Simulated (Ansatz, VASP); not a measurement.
# Hf2H in VASP and in Ansatz

```
CELL_PARAMETERS angstrom
-2.93551 2.93551 2.75578
2.93551 -2.93551 2.75578
2.93551 2.93551 -2.75578
ATOMIC_POSITIONS crystal
Hf 0.17214 0.67214 0.84428
Hf 0.67214 0.82786 0.50000
Hf 0.82786 0.32786 0.15572
Hf 0.32786 0.17214 0.50000
H 0.75000 0.75000 0.00000
H 0.25000 0.25000 0.00000
```

Change from the starting cell: species swapped into the MnSn2 type (I4/mcm, No. 140).

Alike in both runs: functional PBE; k mesh 6 × 6 × 6; occupations gaussian, width 0.1 eV; no spin polarisation.

Ansatz relaxed the structure, and its values are those at the end. VASP's run is a single point on that final structure, the one shown.

|  | VASP | Ansatz |
| --- | --- | --- |
| version | VASP 6.6.1 | Ansatz 0.2.0 |
| potentials or method | VASP PAW PBE potentials, release 64 (Hf_pv, H) | scalar-relativistic, plane waves, PAW |
| plane-wave cutoff (eV) | 520 | 420 |
| valence electrons in the cell | 42 | 106 |

Ansatz gave:

| Property | Result |
| --- | --- |
| gap on the k mesh at the Fermi level (eV) | none |
| pressure (GPa) | 0.1 |
| rms of the force components (eV/Å) | 0.002 |

**Question.** What did VASP give for the same quantities?

**Answer.** gap on the k mesh at the Fermi level (eV): none; pressure (GPa): -0.4; rms of the force components (eV/Å): 0.010.

A gap of «none» marks a metal or a gap that the smearing closes. The two sets of potentials don't hold the same shells in valence.

Spin-orbit coupling is left out, which matters for the levels of Hf.
